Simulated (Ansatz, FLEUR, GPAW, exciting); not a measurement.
# AlCu3: programs and potentials compared

```xyz
4
Lattice="0.0000 2.8880 2.8880 2.8880 0.0000 2.8880 2.8880 2.8880 0.0000" Properties=species:S:1:pos:R:3 pbc="T T T"
Cu    4.3320    4.3320    4.3320
Cu    1.4440    1.4440    1.4440
Cu    2.8880    2.8880    2.8880
Al    0.0000    0.0000    0.0000
```

The cell comes from a database or a generator and needn't be the stable form of this composition.

Alike in all runs: task equation of state; functional PBEsol; k mesh 8 × 8 × 8; occupations fermi-dirac, width 0.05 eV; no spin polarisation; no spin-orbit coupling.

| program and potentials | plane-wave cutoff (eV) | notes | equilibrium volume (Å³/atom) | bulk modulus (GPa) |
| --- | --- | --- | --- | --- |
| Ansatz, Ansatz PAW | 420 | potentials made for PBE, which Ansatz adapts in part | 11.98 | 152.0 |
| Ansatz, all-electron LAPW, scalar-relativistic | - | - | 11.98 | 152.0 |
| FLEUR, all-electron, FLAPW | - | - | 11.98 | 152.1 |
| exciting, all-electron LAPW+lo, shipped species files, valence relativity iora* | - | - | 11.99 | 152.3 |
| GPAW, PAW data sets generated for this functional | 600 | this data set often lies off other programs | 12.11 | 149.1 |

The equilibrium volume spans 11.98 (FLEUR, all-electron, FLAPW) to 12.11 Å³/atom (GPAW, PAW data sets generated for this functional), with all-electron results at 11.98 to 11.99. The bulk modulus spans 149.1 (GPAW, PAW data sets generated for this functional) to 152.3 GPa (exciting, all-electron LAPW+lo, shipped species files, valence relativity iora*), with all-electron results at 152.0 to 152.3. For a metal such a mesh isn't converged, which the comparison doesn't need.

The functional is the same throughout but for its coding, so the spread measures potentials, basis and numerics; runs on potential files found faulty are left out.
